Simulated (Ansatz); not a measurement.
Ansatz input

```yaml
crystal:
  lattice:
    - [3.2581845293, 0.0, 0.0]
    - [0.0, 3.2581845293, 0.0]
    - [0.0, 0.0, 3.2581845293]
  atoms:
    - { symbol: Pd, position: [0.0, 0.0, 0.0], spin: 0.5 }
    - { symbol: Pd, position: [0.5, 0.5, 0.5], spin: -0.5 }
hamiltonian:
  xc: pbe
  pseudopotentials:
    kind: paw
    azcp:
      Pd: "pseudopotentials/Pd.paw.azcp"
basis:
  ecutwfc: 420
  fft_grid_basis: typed
kpoints:
  mp_grid: { grid: [11, 11, 11], shift: [0, 0, 0] }
magnetization:
  spin_polarized: true
scf:
  occupations: { method: fermi_dirac, width: 0.05 }
  lower_state_search: "off"
output:
  stress: true
```

Output

```
Engine: ansatz 0.2.0, x86_64-unknown-linux-gnu
Pseudopotentials: kind: paw
Pseudopotential: Pd, paw, valence charge 18, recommended cutoff 420 eV (normal) 
Functional definition: PBE
  parameter kappa = 0.804
  parameter beta = 0.06672455060314922
  exchange = pbe_x(kappa = kappa, mu = beta*pi^2/3)
  correlation = pbe_c(beta = beta)
Crystal: 2 atoms, lattice volume = 34.588 Å³
Basis set: ecut = 420 eV, 691 PW (Γ)
Bands: 23, of which v1, the nominal top of the filled ones, is band 18 counted from 1 (17 counted from 0)
Symmetry: 48 space group operations
Space group: Pm-3m (ITA 221), of the structure as read, at distance tolerance 3.3e-5 Å
Magnetic group: BNS 221.97 (UNI 1599), of the structure as read, at distance tolerance 3.3e-5 Å
k-points: 56 of 1331
Non-local potential: Pd, projectors of the file, l = 0: 2, l = 1: 2, l = 2: 2, l = 3: 1
PAW form: soft (Blöchl's): semilocal exchange-correlation on the pseudo side does not see the compensation charge
PAW one-centre angular grid: Pd, 590 points (default); XC on 64 Gauss nodes
Initial density: superposition of atomic densities (chi_scale 0.1, normalization cell)
Starting moments: Σ|m| = 1 μB on 2 of 2 sites
Starting magnetic order: antiferromagnet; a translation exchanges its spin sublattices: spin-degenerate at every k-point
Initial wavefunctions: pseudopotential atomic-orbital guess
Functional: x = pbe(κ = 0.804, μ = 0.2195149727645171), c = pbe(β = 0.06672455060314922)
SCF iter   1: F=—  HF=-13947.318897 eV  |F-HF|=—  |Δ(HF+E_count)|=         —  Δρ=7.75e-2 (↑7.75e-2 ↓7.75e-2)  dr2=7.99e0  dr2_m=1.82e-1  M=0.000 μB ∫|m|=0.296 μB  β_m=0.30  ethr=3.10e-3  ⟨swp⟩=5.4  Hψ=5464  notcnv=0
spin=Collinear: Kerker preconditioning applied to the charge; magnetization (m = ρ↑ − ρ↓) channel mixes plain (no charge-response kernel on spin).
SCF iter   2: F=—  HF=-13945.970718 eV  |F-HF|=—  |Δ(HF+E_count)|=    1.35e0  Δρ=4.44e-2 (↑4.44e-2 ↓4.44e-2)  dr2=2.39e0  dr2_m=1.20e-1  M=0.000 μB ∫|m|=0.209 μB  β_m=0.30  ethr=3.10e-3  ⟨swp⟩=2.1  Hψ=2474  notcnv=0  defer=10
SCF iter   3: F=—  HF=-13945.421929 eV  |F-HF|=—  |Δ(HF+E_count)|=   5.49e-1  Δρ=2.08e-2 (↑2.08e-2 ↓2.08e-2)  dr2=1.26e-1  dr2_m=7.59e-2  M=0.000 μB ∫|m|=0.149 μB  β_m=0.30  ethr=3.10e-3  ⟨swp⟩=2.0  Hψ=2170  notcnv=0  defer=10
SCF iter   4: F=—  HF=-13945.432534 eV  |F-HF|=—  |Δ(HF+E_count)|=   1.06e-2  Δρ=1.25e-2 (↑1.25e-2 ↓1.25e-2)  dr2=6.86e-3  dr2_m=4.58e-2  M=0.000 μB ∫|m|=0.113 μB  β_m=0.30  ethr=3.50e-4  ⟨swp⟩=2.0  Hψ=2898  notcnv=0  defer=15
SCF iter   5: F=—  HF=-13945.437296 eV  |F-HF|=—  |Δ(HF+E_count)|=   4.76e-3  Δρ=9.46e-3 (↑9.46e-3 ↓9.46e-3)  dr2=1.37e-3  dr2_m=2.72e-2  M=0.000 μB ∫|m|=0.089 μB  β_m=0.30  ethr=1.91e-5  ⟨swp⟩=2.5  Hψ=1759  notcnv=0  defer=15
SCF iter   6: F=—  HF=-13945.441598 eV  |F-HF|=—  |Δ(HF+E_count)|=   4.30e-3  Δρ=7.16e-3 (↑7.16e-3 ↓7.16e-3)  dr2=3.08e-5  dr2_m=1.62e-2  M=0.000 μB ∫|m|=0.069 μB  β_m=0.30  ethr=3.82e-6  ⟨swp⟩=2.0  Hψ=2077  notcnv=0  defer=15
SCF iter   7: F=—  HF=-13945.443692 eV  |F-HF|=—  |Δ(HF+E_count)|=   2.09e-3  Δρ=5.54e-3 (↑5.54e-3 ↓5.54e-3)  dr2=1.30e-5  dr2_m=9.72e-3  M=0.000 μB ∫|m|=0.054 μB  β_m=0.30  ethr=8.55e-8  ⟨swp⟩=2.1  Hψ=1893  notcnv=0  defer=15
Mixer restart at iter 7: flushing history
spin-set hold released at iteration 7 (site moments contracting): the magnetisation degrees of freedom join the quasi-Newton model from the next iteration; the mixer history was flushed
SCF iter   8: F=—  HF=-13945.444940 eV  |F-HF|=—  |Δ(HF+E_count)|=   1.25e-3  Δρ=4.29e-3 (↑4.29e-3 ↓4.29e-3)  dr2=1.02e-5  dr2_m=5.82e-3  M=0.000 μB ∫|m|=0.042 μB  β_m=0.64  ethr=3.62e-8  ⟨swp⟩=2.0  Hψ=2196  notcnv=0  defer=15
SCF iter   9: F=—  HF=-13945.446836 eV  |F-HF|=—  |Δ(HF+E_count)|=   1.90e-3  Δρ=1.40e-4 (↑1.40e-4 ↓1.40e-4)  dr2=2.23e-6  dr2_m=5.63e-6  M=0.000 μB ∫|m|=0.002 μB  β_m=0.74  ethr=2.83e-8  ⟨swp⟩=3.0  Hψ=2793  notcnv=0  defer=15
SCF iter  10: F=—  HF=-13945.446840 eV  |F-HF|=—  |Δ(HF+E_count)|=   3.56e-6  Δρ=2.76e-5 (↑2.76e-5 ↓2.76e-5)  dr2=1.56e-8  dr2_m=2.29e-7  M=0.000 μB ∫|m|=0.000 μB  β_m=0.86  ethr=2.78e-10  ⟨swp⟩=2.7  Hψ=4529  notcnv=0
iter 11 did not close the SCF: its close was put off for a magnetic moment that had not settled (scf_convergence_deferred on its scf_iter line)
SCF iter  11: F=-13945.446840 eV  HF=-13945.446840 eV  |F-HF|=4.32e-8  |Δ(HF+E_count)|=   2.43e-7  Δρ=8.11e-6 (↑8.11e-6 ↓8.11e-6)  dr2=5.59e-8  dr2_m=5.08e-9  M=0.000 μB ∫|m|=0.000 μB  β_m=0.79  ethr=4.33e-11  ⟨swp⟩=3.9  Hψ=3762  notcnv=0
iter 12 did not close the SCF: its close was put off for a magnetic moment that had not settled (scf_convergence_deferred on its scf_iter line)
SCF iter  12: F=-13945.446840 eV  HF=-13945.446840 eV  |F-HF|=3.09e-11  |Δ(HF+E_count)|=   8.29e-9  Δρ=1.16e-6 (↑1.16e-6 ↓1.16e-6)  dr2=1.01e-9  dr2_m=1.54e-10  M=0.000 μB ∫|m|=0.000 μB  β_m=0.90  ethr=4.33e-11  ⟨swp⟩=1.1  Hψ=3821  notcnv=0
SCF iter  13: F=-13945.446840 eV  HF=-13945.446840 eV  |F-HF|=1.09e-11  |Δ(HF+E_count)|=  4.67e-10  Δρ=1.64e-7 (↑1.64e-7 ↓1.64e-7)  dr2=2.19e-11  dr2_m=3.73e-13  M=0.000 μB ∫|m|=0.000 μB  ethr=2.81e-12  ⟨swp⟩=1.0  Hψ=3316  notcnv=0
WARN: the starting moments were not kept: the SCF closed with an absolute magnetisation of 6.1e-7 μB, where they sum to 1 μB in size (2 sites). That is at most 0.1 of that sum. Measured as dr2_m measures the in/out step, that magnetisation stands 4.8e-14 eV from none, at or under the dr2_threshold of 1.0e-7 eV: it is no larger than a step whose dr2_m would equal this threshold. The system may hold no moment; this SCF shows only that its start led to no more than that. To try another start: raise the starting moments (crystal.atoms[].spin, magnetization.per_species, magnetization.initial_magnetization, or on a non-collinear deck that types none of these the spinor_matrix: blocks that start its atoms; where the total moment is fixed, keep their sum and leave initial_magnetization as it is; typed ones take the place of any that the run laid by itself, positive ones on a crystal's lanthanoids without a Hubbard term where scf.initial_density.shell_occupations: [] is typed) or, if the notice of its spin-set hold's release reads "site moments contracting" or "site moments show no strong build", lengthen the hold (scf.mixing.spin_hold: { on: { confirm: 4 } }; for m-r²SCAN on two components see the key's manual first). Each may lead to a state that holds a moment. A second SCF, from the converged charge density, with the starting moments and any scf.initial_density.shell_occupations laid on it anew, would have followed, and was not run: the deck does not ask for one (magnetization.retry_lost_moments is false, the default). To let it run, set magnetization.retry_lost_moments: true and run the deck again, where that key's refused combinations let it; where memory then withholds it, that run's warning says so.
SCF 1 converged in 13 iterations: F = -13945.446840 eV  dr2 = 2.19e-11
SCF converged after 13 iterations
Magnetization: 0.0000 μB (18.0000 up, 18.0000 down)
Absolute magnetization: 0.0000 μB (∫|ρ↑−ρ↓|, with the PAW one-centre terms)
Spin contamination: 0.0000 ħ² per cell (⟨S²⟩ above its minimum at these occupations)
Per-site moments (μB) at R_I (Å): [(1.524352650815327e-7, 1.163939111193888), (-1.524352650815327e-7, 1.163939111193888)]
Free energy (F): -13945.446840 eV
Harris-Foulkes:  -13945.446840 eV  (|F-HF|=1.09e-11)
Internal energy: -13945.421651 eV  (E = F + TS)
E sigma→0 (E₀):  -13945.434245 eV
Entropy (-TS):   -0.025190 eV (-12.595 meV/atom)
Fermi energy:    15.929710 eV
--- Per-component energies (eV) ---
  E_band       = -393.623302
  E_kinetic    = 1022.564251
  E_local      = -3940.935056  (includes V_loc(G=0)·N_el)
  E_nonlocal   = 435.525664
  E_hartree    = 1584.004990
  E_xc         = -334.621022
  E_vxc        = -419.475964  (∫ρ·V_xc dr)
  E_paw        = -7500.841166  (= ΣΔE_a)
  E_vpaw       = -659.312581  (= ΣTr[D̂ρ^β])
  E_aug_tail   = 0.000381  (compensation charges beyond the density's cutoff)
  E_ewald      = -5211.119692
  E_smearing   = -0.025190  (= −TS)
  E_closure    = 0.000000  (closes the sum)
  Σ components = -13945.446840   (vs F -13945.446840, Δ=0.00e0)
--- Stress (GPa, compression-positive) ---
      -13.544445      -0.000000       0.000000
        0.000000     -13.544445       0.000000
        0.000000       0.000000     -13.544445
  P = ⅓ Tr σ = -13.5444 GPa (-135.444 kbar)
```

Command:

```sh
ansatz run input.yaml --threads 1 --pin off --max-ram 3584MiB --backend cpu --events-out ev --progress --plain --runs-dir out
```

On 1 thread of Intel(R) Xeon(R) Platinum 8259CL CPU @ 2.50GHz (Skylake/Cascade Lake) (shared host) this took about 4.9 s of wall time and 4.9 s of CPU time.
